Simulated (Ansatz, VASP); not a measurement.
## BN (Qingsongite) in two plane-wave programs

One calculation is typed for both programs; each brings its own data sets and cutoff. How far apart do they land?

Main program and level: Ansatz 0.2.0; plane waves, with VASP 6.6.1 beside it; single point at PBEsol, single point at LDA and single point at r2SCAN.

### Step 1. Set-up

It takes space group F-43m (No. 216, cubic). The conventional cell has a = 3.615 Å, b = 3.615 Å, c = 3.615 Å, α = 90.00°, β = 90.00°, γ = 90.00°. N has 4 B at 1.57 Å nearest. Nearest to B lie 4 N at 1.57 Å. Farther neighbours and most contacts between anions are not listed.

As a file:

```xyz
2
Lattice="0.0000 1.8075 1.8075 1.8075 0.0000 1.8075 1.8075 1.8075 0.0000" Properties=species:S:1:pos:R:3 pbc="T T T"
N     2.7113    2.7113    2.7113
B     0.0000    0.0000    0.0000
```

### Step 2. VASP: single point, PBEsol

A single point gives forces, pressure and levels at one fixed geometry, so differences don't come from the geometry; what else differs is listed under the comparison.

Lines of VASP's logs that name or quote its potential files are left out, and so is its time.

File INCAR:

```
SYSTEM = BN
PREC = Accurate
ENCUT = 520
EDIFF = 1E-05
NELM = 100
ISMEAR = 0
SIGMA = 0.05
LREAL = .FALSE.
ALGO = Normal
GGA = PS
NBANDS = 10
LORBIT = 11
LWAVE = .FALSE.
LCHARG = .FALSE.
KPAR = 4
```

File POSCAR:

```
BN
1.0
    0.0000000000      1.8075000000      1.8075000000
    1.8075000000      0.0000000000      1.8075000000
    1.8075000000      1.8075000000      0.0000000000
N B
1 1
Direct
    0.7500000000      0.7500000000      0.7500000000
    0.0000000000      0.0000000000      0.0000000000
```

File KPOINTS:

```
Automatic mesh
0
Gamma
10 10 10
0 0 0
```

PAW data sets: N and B (PBE family, release 64).

Command:

```bash
$ mpirun -np 4 vasp_std
```

Numbers of over 12 decimals in the logs are rounded to 6 here.

Output:

```text
[banner, memory and clock lines left out]
running    4 mpi-ranks, on    1 nodes
 distrk:  each k-point on    1 cores,    4 groups
 distr:  one band on    1 cores,    1 groups

 POSCAR found type information on POSCAR N B
 POSCAR found :  2 types and       2 ions
|                                                                             |
|               ----> ADVICE to this user running VASP <----                  |
|                                                                             |
|     You enforced a specific xc type in the INCAR file but a different       |
|     [... a line on the potential file left out ...]
|     I HOPE YOU KNOW WHAT YOU ARE DOING!                                     |
|                                                                             |

 LDA part: xc-table for (Slater+PW92), standard interpolation
 POSCAR, INCAR and KPOINTS ok, starting setup
 FFT: planning ... GRIDC
 FFT: planning ... GRID_SOFT
 FFT: planning ... GRID
 WAVECAR not read
 entering main loop
       N       E                     dE             d eps       ncg     rms          rms(c)
DAV:   1     0.107357481597E+02    0.10736E+02   -0.52269E+03   948   0.811E+02
DAV:   2    -0.187545987685E+02   -0.29490E+02   -0.28291E+02  1142   0.171E+02
DAV:   3    -0.192907280986E+02   -0.53613E+00   -0.53505E+00  1092   0.211E+01
DAV:   4    -0.192914040179E+02   -0.67592E-03   -0.67590E-03  1044   0.813E-01
DAV:   5    -0.192914046547E+02   -0.63679E-06   -0.63675E-06  1052   0.257E-02    0.655E+00
DAV:   6    -0.184506970555E+02    0.84071E+00   -0.27619E+00   984   0.103E+01    0.326E+00
DAV:   7    -0.183669723897E+02    0.83725E-01   -0.98808E-02  1018   0.268E+00    0.187E+00
DAV:   8    -0.183464662484E+02    0.20506E-01   -0.34876E-02  1050   0.136E+00    0.179E-01
DAV:   9    -0.183464669701E+02   -0.72163E-06   -0.79678E-04  1018   0.256E-01    0.767E-02
DAV:  10    -0.183464849286E+02   -0.17958E-04   -0.61996E-05  1046   0.735E-02    0.128E-02
DAV:  11    -0.183464867165E+02   -0.17879E-05   -0.48626E-06   558   0.174E-02
   1 F= -.18346487E+02 E0= -.18346487E+02  d E =-.921398E-12
```

From OUTCAR (step 2):

```text
ion  position               nearest neighbor table
   1  0.750  0.750  0.750-   2 1.57   2 1.57   2 1.57   2 1.57
   2  0.000  0.000  0.000-   1 1.57   1 1.57   1 1.57   1 1.57

  LATTYP: Found a face centered cubic cell.
 ALAT       =     3.6150000000

 Subroutine GETGRP returns: Found 24 space group operations
 (whereof 24 operations were pure point group operations)

The static configuration has the point symmetry T_d .

 Found     47 irreducible k-points:

   k-points           NKPTS =     47   k-points in BZ     NKDIM =     47   number of bands    NBANDS=     10

   dimension x,y,z NGX =    20 NGY =   20 NGZ =   20
   dimension x,y,z NGXF=    40 NGYF=   40 NGZF=   40

   ENCUT  =  520.0 eV  38.22 Ry    6.18 a.u.   4.75  4.75  4.75*2*pi/ulx,y,z

   NELECT =       8.0000    total number of electrons

 k-points in reciprocal lattice and weights: Automatic mesh
   0.00000000  0.00000000  0.00000000       0.001
   0.10000000  0.00000000  0.00000000       0.008
   0.20000000  0.00000000  0.00000000       0.008
   0.30000000  0.00000000  0.00000000       0.008
   0.40000000  0.00000000  0.00000000       0.008
   0.50000000  0.00000000  0.00000000       0.004
   0.10000000  0.10000000  0.00000000       0.006
   0.20000000  0.10000000  0.00000000       0.024
   0.30000000  0.10000000  0.00000000       0.024
[...]
-0.30000000  0.40000000  0.20000000       0.024
  -0.30000000  0.50000000  0.20000000       0.012

 average (electrostatic) potential at core
       1 -60.4007       2 -24.4916

 E-fermi :   7.5760

 k-point     1 :       0.0000    0.0000    0.0000
  band No.  band energies     occupation
      1     -12.8906      2.00000
      2       7.3619      2.00000
      3       7.3619      2.00000
      4       7.3619      2.00000
      5      16.1245      0.00000
      6      16.1245      0.00000
      7      16.1245      0.00000
      8      17.6296      0.00000
      9      31.8725      0.00000
    ...

 k-point     2 :       0.1000    0.0000    0.0000
  band No.  band energies     occupation
      1     -12.6461      2.00000
      2       6.0826      2.00000
      3       7.1059      2.00000
      4       7.1059      2.00000
      5      16.3868      0.00000
      6      16.5106      0.00000
      7      16.5106      0.00000
      8      18.4371      0.00000
      9      31.5424      0.00000
    ...

 k-point     3 :       0.2000    0.0000    0.0000
  band No.  band energies     occupation
      1     -11.9261      2.00000
      2       3.3509      2.00000
      3       6.5316      2.00000
      4       6.5316      2.00000
      5      16.7584      0.00000
      6      17.3054      0.00000
      7      17.3054      0.00000
      8      20.0911      0.00000
      9      30.8390      0.00000
    ...

  Total       -0.1688072     -0.1688072     -0.1688072      0.0000000      0.0000000      0.0000000
  in kB      -22.9000672    -22.9000672    -22.9000672      0.0000000      0.0000000      0.0000000
  external PRESSURE =     -22.9000672 kB  Pullay stress =       0.0000000 kB

  energy-cutoff  :      520.00
  volume of cell :       11.81
      direct lattice vectors                 reciprocal lattice vectors
     0.000000000  1.807500000  1.807500000    -0.276625173  0.276625173  0.276625173
     1.807500000  0.000000000  1.807500000     0.276625173 -0.276625173  0.276625173
     1.807500000  1.807500000  0.000000000     0.276625173  0.276625173 -0.276625173

 POSITION                                       TOTAL-FORCE (eV/Angst)
 -----------------------------------------------------------------------------------
      2.71125      2.71125      2.71125         0.000000      0.000000     -0.000000
      0.00000      0.00000      0.00000        -0.000000     -0.000000      0.000000
 -----------------------------------------------------------------------------------
    total drift:                               -0.000000     -0.000000     -0.000000

  FREE ENERGIE OF THE ION-ELECTRON SYSTEM (eV)
  ---------------------------------------------------
  free  energy   TOTEN  =       -18.3464867165 eV

  energy  without entropy=      -18.3464867165  energy(sigma->0) =      -18.34648672

 total charge
# of ion       s       p       d       tot
------------------------------------------
    1        1.207   2.754   0.000   3.961
    2        0.675   1.360   0.000   2.035
--------------------------------------------------
tot          1.882   4.114   0.000   5.996

[... 3 further parts left out ...]
```

The run ends at a pressure of -2.29 GPa.

### Step 3. Ansatz: single point, PBEsol

Ansatz runs on its default PAW (the set named soft_2) files.

The same cell, functional, mesh and smearing now go to Ansatz, which takes its cutoff from its data sets.

File input.yaml:

```yaml
crystal:
  lattice:
    - [0.0, 1.8075, 1.8075]
    - [1.8075, 0.0, 1.8075]
    - [1.8075, 1.8075, 0.0]
  atoms:
    - { symbol: "N", position: [0.75, 0.75, 0.75] }
    - { symbol: B, position: [0.0, 0.0, 0.0] }
hamiltonian:
  xc: pbesol
  pseudopotentials: { kind: paw }
kpoints:
  mp_grid: { grid: [10, 10, 10] }
scf:
  occupations: { method: gaussian, width: 0.05 }
  n_extra_bands: 4
output:
  forces: true
  stress: true
  eigenvalues: true
  write_density: true
  write_potential: true
  elf: true
  volumetric_format: npy
```

Command:

```bash
$ ansatz run input.yaml --threads 2 --pin off --max-ram 4608MiB --backend cpu --events-out ev --progress --plain --runs-dir out
```

Output:

```text
scf.n_extra_bands = 4 over 4 filled bands (N_el = 8.0): the run solves 8 bands
Engine: ansatz 0.2.0, aarch64-unknown-linux-gnu
Pseudopotentials: kind: paw
Pseudopotential: N, paw, valence charge 5, recommended cutoff 420 eV (normal), N.paw.azcp
Pseudopotential: B, paw, valence charge 3, recommended cutoff 420 eV (normal), B.paw.azcp
Functional definition: PBEsol
  exchange = pbesol_x
  correlation = pbesol_c
Crystal: 2 atoms, lattice volume = 11.810 Å³
Basis set: ecut = 420 eV, 259 PW (Γ), exchange–correlation on 36×36×36 points (8 copies of the dense FFT grid, shifted against one another)
Bands: 8, of which v1, the nominal top of the filled ones, is band 4 counted from 1 (3 counted from 0)
Symmetry: 24 space group operations
Space group: F-43m (ITA 216), of the structure as read, at distance tolerance 2.3e-5 Å
k-points: 47 of 1000 (time reversal used)
Non-local potential: N, projectors of the file, l = 0: 2, l = 1: 2, l = 2: 1
Non-local potential: B, projectors of the file, l = 0: 2, l = 1: 2, l = 2: 1
PAW form: soft (Blöchl's): semilocal exchange-correlation on the pseudo side does not see the compensation charge
PAW frozen core: N, regenerated for the run's functional, and the local potential with it (the file was generated under x = pbe(κ = 0.804, μ = 0.219515), c = pbe(β = 0.066725))
PAW frozen core: B, regenerated for the run's functional, and the local potential with it (the file was generated under x = pbe(κ = 0.804, μ = 0.219515), c = pbe(β = 0.066725))
PAW one-centre angular grid: N, 110 points (default); XC on 64 Gauss nodes
PAW one-centre angular grid: B, 110 points (default); XC on 64 Gauss nodes
Initial density: superposition of atomic densities (neutral atoms: chi_scale 0, normalization atom), corrected by the library's trained network
Initial wavefunctions: pseudopotential atomic-orbital guess
Functional: x = pbesol(κ = 0.804, μ = 0.123457), c = pbesol(β = 0.046)
SCF iter   1: F=—  HF=-533.837873 eV  |F-HF|=—  |Δ(HF+E_count)|=         —  Δρ=8.93e-3  dr2=7.23e-3  ethr=1.77e-3  ⟨swp⟩=4.3  Hψ=2381  notcnv=0
preconditioner: auto → none  [insulator: Δε(μ)=4.209 eV  Ē_g=19.920 eV  σ=0.050 eV  W_gap=1.00  n_scr=0 (ndim 8)  ℏωp=30.6 eV  f_vac=0.000  D(μ)=0.00/eV (n_scr^D=0)  ε∞_Penn≈3.4]
SCF iter   2: F=—  HF=-533.835664 eV  |F-HF|=—  |Δ(HF+E_count)|=   2.21e-3  Δρ=2.53e-3  dr2=5.82e-4  ethr=9.04e-5  ⟨swp⟩=2.4  Hψ=971  notcnv=0
SCF iter   3: F=—  HF=-533.835494 eV  |F-HF|=—  |Δ(HF+E_count)|=   1.70e-4  Δρ=8.33e-4  dr2=5.92e-5  ethr=7.27e-6  ⟨swp⟩=2.0  Hψ=544  notcnv=0
SCF iter   4: F=—  HF=-533.835484 eV  |F-HF|=—  |Δ(HF+E_count)|=   1.03e-5  Δρ=1.54e-4  dr2=1.54e-6  ethr=7.40e-7  ⟨swp⟩=2.0  Hψ=564  notcnv=0
iter 5 did not close the SCF: its close was put off for the readings that it lacked (scf_convergence_deferred on its scf_iter line)
SCF iter   5: F=-533.835484 eV  HF=-533.835484 eV  |F-HF|=2.38e-9  |Δ(HF+E_count)|=   1.48e-7  Δρ=9.80e-6  dr2=4.33e-9  ethr=1.93e-8  ⟨swp⟩=2.0  Hψ=558  notcnv=0
SCF iter   6: F=-533.835484 eV  HF=-533.835484 eV  |F-HF|=2.41e-11  |Δ(HF+E_count)|=   2.64e-9  Δρ=8.09e-7  dr2=1.72e-11  ethr=5.41e-11  ⟨swp⟩=4.1  Hψ=1742  notcnv=0
SCF 1 converged in 6 iterations: F = -533.835484 eV  dr2 = 1.72e-11
  greatest PAW one-centre occupation: 0.784 electrons in one spin orbital (limit 2), on the N atom at site 0 (counted from 0), in its partial waves of l = 0
SCF converged after 6 iterations
Free energy (F): -533.835484 eV
Harris-Foulkes:  -533.835484 eV  (|F-HF|=2.41e-11)
Internal energy: -533.835484 eV  (E = F + TS)
E sigma→0 (E₀):  -533.835484 eV
Fermi energy:    13.278883 eV
--- Per-component energies (eV) ---
  E_band       = 25.910180
  E_kinetic    = 184.962766
  E_local      = -174.378997  (includes V_loc(G=0)·N_el)
  E_nonlocal   = 56.697390
  E_hartree    = 48.432456
  E_xc         = -92.667315
  E_vxc        = -115.684946  (∫ρ·V_xc dr)
  E_paw        = -198.540044  (= ΣΔE_a)
  E_vpaw       = -22.551070  (= ΣTr[D̂ρ^β])
  E_aug_tail   = 0.000100  (compensation charges beyond the density's cutoff)
  E_ewald      = -358.384650
  E_core_change = 0.042810  (= ΣΔE_core)
  E_smearing   = -0.000000  (= −TS)
  E_closure    = 0.000000  (closes the sum)
  Σ components = -533.835484   (vs F -533.835484, Δ=0.00e0)
--- Forces (eV/Å), atoms counted from 1 ---
  atom   1  N      0.00000000     0.00000000     0.00000000
  atom   2  B     -0.00000000     0.00000000     0.00000000
  max |Σ_I F_I| component: 6.66e-16 eV/Å
--- Stress (GPa, compression-positive) ---
       -2.942594       0.000000      -0.000000
        0.000000      -2.942594       0.000000
       -0.000000       0.000000      -2.942594
  P = ⅓ Tr σ = -2.9426 GPa (-29.426 kbar)
--- Band table (eV; the first three rows and the last of 47) ---
  k-point 0: bands = ["-9.1180", "11.1341", "11.1341", "11.1341", "19.9043", "19.9043", "19.9043", "21.3750"]
  k-point 1: bands = ["-8.8735", "9.8569", "10.8788", "10.8788", "20.1601", "20.2894", "20.2894", "22.1887"]
  k-point 2: bands = ["-8.1533", "7.1255", "10.3049", "10.3049", "20.5253", "21.0833", "21.0833", "23.8504"]
  k-point 46: bands = ["-3.1809", "3.1969", "4.4910", "4.6890", "19.7491", "24.0426", "25.1903", "27.0873"]
```

Elapsed: 1.1 s, on 2 threads of Arm Neoverse N1, shared host; peak memory 0.23 GiB; 1.7 s of CPU time.

In the SCF lines HF is the Harris–Foulkes energy and dr2 the Hartree energy of the density residual, in eV; the loop may stop once dr2 is under the threshold and the program's other checks hold. Hψ counts applications of the Hamiltonian.

The run ends at a pressure of -2.94 GPa.

### Step 4. Differences

Known differences besides the potentials themselves: the cutoff is 420 eV in Ansatz and 520 eV in VASP; Ansatz makes its cores anew for this functional, VASP keeps those of its PBE data sets; VASP leaves aspherical gradient terms in its spheres out (LASPH is not set), Ansatz keeps them. Total energies have different zeros and are not compared.

Both answers:

| quantity | Ansatz | VASP | difference |
| --- | --- | --- | --- |
| pressure (GPa) | -2.94 | -2.29 | -0.65 |
| pressure without Ansatz's Pulay correction (GPa) | -4.04 | -2.29 | -1.75 |
| gap on the k mesh (eV) | 4.290 | 4.277 | +0.012 |

A gap on the mesh is an upper bound, since the band edges may lie between its points. Ansatz's pressure holds a Pulay correction of 1.10 GPa; VASP's holds none.

### Step 5. Other set-ups

Further runs change the set-up of one program: Ansatz's method, potentials or start, or VASP's data sets, cutoff or form of LDA. The table gives Ansatz less VASP for each quantity, since a change that brings one quantity closer may part another.

```
                              run  pressure (GPa)  gap on the k mesh (eV)
                         as above           -0.65                   0.012
Ansatz's all-electron LAPW method           -0.64                  0.0076
```

### Step 6. Ansatz: single point, LDA, volume scaled by 0.97

With cell and atoms fixed, the geometry can't cause a difference; cores, projectors, grids and the points listed under the comparison can. The cell compared in this pair holds 11.16 Å³, against 11.81 Å³ for the pair before.

The cell is a member of a volume series, scaled by 0.97 from a relaxed one, so a pressure remains.

File input.yaml:

```yaml
crystal:
  lattice:
    - [0.0, 1.7735058, 1.7735058]
    - [1.7735058, 0.0, 1.7735058]
    - [1.7735058, 1.7735058, 0.0]
  atoms:
    - { symbol: "N", position: [0.75, 0.75, 0.75] }
    - { symbol: B, position: [0.0, 0.0, 0.0] }
hamiltonian:
  xc: lda
  pseudopotentials: { kind: paw }
kpoints:
  mp_grid: { grid: [10, 10, 10] }
scf:
  occupations: { method: gaussian, width: 0.03 }
  n_extra_bands: 4
output:
  forces: true
  stress: true
  eigenvalues: true
```

Output:

```text
[...]
Crystal: 2 atoms, lattice volume = 11.156 Å³
Basis set: ecut = 420 eV, 229 PW (Γ)
Bands: 8, of which v1, the nominal top of the filled ones, is band 4 counted from 1 (3 counted from 0)
Symmetry: 24 space group operations
[...]
k-points: 47 of 1000 (time reversal used)
[...]
Free energy (F): -526.456974 eV
[...]
Internal energy: -526.456974 eV  (E = F + TS)
E sigma→0 (E₀):  -526.456974 eV
Fermi energy:    14.074505 eV
[...]
--- Stress (GPa, compression-positive) ---
       11.940944       0.000000       0.000000
        0.000000      11.940944       0.000000
        0.000000       0.000000      11.940944
  P = ⅓ Tr σ = 11.9409 GPa (119.409 kbar)
--- Band table (eV; the first three rows and the last of 47) ---
[...]
[key lines of the parts left out:]
SCF converged after 6 iterations
```

It took 0.73 s on 2 threads; peak memory 0.22 GiB.

The run ends at a pressure of 11.94 GPa.

### Step 7. VASP: single point, LDA, volume scaled by 0.97

The same cell, functional (in two slightly different forms), mesh and smearing now go to VASP, with its own data sets and cutoff.

The input asks for a relaxation, which ended at its first step since no free force or stress exceeded the threshold; so it serves as a single point.

File INCAR:

```
SYSTEM = BN
PREC = Accurate
ENCUT = 560
EDIFF = 1E-07
NELM = 100
ISMEAR = 0
SIGMA = 0.03
LREAL = .FALSE.
ALGO = Normal
GGA = CA
NBANDS = 10
LORBIT = 11
LWAVE = .FALSE.
LCHARG = .FALSE.
KPAR = 4
IBRION = 2
NSW = 50
ISIF = 4
EDIFFG = -0.002
```

File POSCAR:

```
BN
1.0
    0.0000000000      1.7735058017      1.7735058017
    1.7735058017      0.0000000000      1.7735058017
    1.7735058017      1.7735058017      0.0000000000
N B
1 1
Direct
    0.7500000000      0.7500000000      0.7500000000
    0.0000000000      0.0000000000      0.0000000000
```

KPOINTS is that of step 2.

The projector-augmented-wave data sets are N and B (LDA family, release 64).

Command:

```bash
$ mpirun -np 4 vasp_std
```

Output:

```text
[banner, memory and clock lines left out]
running    4 mpi-ranks, on    1 nodes
[...]
LDA part: xc-table for (Slater(with rela. corr.)+CA(PZ))
 , standard interpolation
 POSCAR, INCAR and KPOINTS ok, starting setup
[...]
entering main loop
       N       E                     dE             d eps       ncg     rms          rms(c)
DAV:   1     0.963467556859E+01    0.96347E+01   -0.54871E+03   988   0.850E+02
DAV:   2    -0.201864132322E+02   -0.29821E+02   -0.29011E+02  1108   0.166E+02
DAV:   3    -0.206400952639E+02   -0.45368E+00   -0.45263E+00  1088   0.176E+01
DAV:   4    -0.206406061204E+02   -0.51086E-03   -0.51085E-03  1024   0.721E-01
[...]
DAV:  10    -0.194003435908E+02    0.15227E-04   -0.40771E-05  1088   0.653E-02    0.140E-02
DAV:  11    -0.194003440377E+02   -0.44690E-06   -0.15946E-06  1038   0.926E-03    0.598E-03
DAV:  12    -0.194003439728E+02    0.64886E-07   -0.44786E-07   984   0.425E-03
   1 F= -.19400344E+02 E0= -.19400344E+02  d E =-.194003E+02
[...]
reached required accuracy - stopping structural energy minimisation
```

From OUTCAR (step 7):

```text
  Total        0.9025146      0.9025146      0.9025146      0.0000000      0.0000000     -0.0000000
  in kB      129.6095419    129.6095419    129.6095419      0.0000000      0.0000000     -0.0000000
  external PRESSURE =     129.6095419 kB  Pullay stress =       0.0000000 kB

 POSITION                                       TOTAL-FORCE (eV/Angst)
 -----------------------------------------------------------------------------------
      2.66026      2.66026      2.66026         0.000000      0.000000      0.000000
      0.00000      0.00000      0.00000        -0.000000     -0.000000     -0.000000
 -----------------------------------------------------------------------------------
    total drift:                                0.000000      0.000000      0.000000

  FREE ENERGIE OF THE ION-ELECTRON SYSTEM (eV)
  ---------------------------------------------------
  free  energy   TOTEN  =       -19.4003439728 eV

  energy  without entropy=      -19.4003439728  energy(sigma->0) =      -19.40034397

 reached required accuracy - stopping structural energy minimisation

[... 1 part as in an earlier step ...]

[... 2 further parts left out ...]
[key lines of the parts left out:]
E-fermi :   8.4040
```

### Step 8. Comparison

What differs besides the data sets and the points named for the pairs above, as far as they apply: the two LDA forms differ slightly; the cutoff is 420 eV in Ansatz and 560 eV in VASP; VASP's log shows a relativistic correction to its local exchange, Ansatz's none. Total energies have different zeros and are not compared.

Compared:

| quantity | Ansatz | VASP | difference |
| --- | --- | --- | --- |
| pressure (GPa) | 11.94 | 12.96 | -1.02 |
| pressure without Ansatz's Pulay correction (GPa) | 10.58 | 12.96 | -2.38 |
| gap on the k mesh (eV) | 4.426 | 4.409 | +0.017 |

A gap on the mesh is an upper bound, since the band edges may lie between its points. Ansatz's pressure holds a Pulay correction of 1.36 GPa; VASP's holds none.

[end of part 1 of 2]

[Lines on the potential files, build, host, timing and source positions are cut from VASP's logs without a mark.]

[Logs are printed without paths, hosts, clocks, repeated set-up lines and the standing remarks that a program may print on its own settings, such as how far it seeks lower states.]

[Hosts, paths, dates, database ids (printed as entryN), source tags and the programs' standing remarks are cut or masked in the printed files.]
